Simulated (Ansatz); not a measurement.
The system is Sn.

```xyz
1
Lattice="-1.7265 1.7755 2.3383 1.7265 -1.7755 2.3383 1.7265 1.7755 -2.3383" Properties=species:S:1:pos:R:3 pbc="T T T"
Sn    0.0000    0.0000    0.0000
```

This isn't the form of Sn at room conditions, which is tetragonal (white tin).

Base run:

```yaml
Program: Ansatz 0.2.0
Functional: LDA
Potentials_or_basis: all-electron LAPW, scalar-relativistic
Cutoff: 155 eV (chosen from the basis error)
Basis_error_allowed: 0.001 eV/atom
k_mesh: 11 × 11 × 11
Occupations: fermi-dirac, width 0.05 eV
Spin: no spin polarisation
```

Its results: pressure -4.8 GPa.

Q: The run is repeated on the same cell with these changes: functional from LDA to PBEsol. What comes out?

A: Pressure -3.6 GPa.

PBEsol binds less tightly than LDA, so the same cell stands under more pressure.
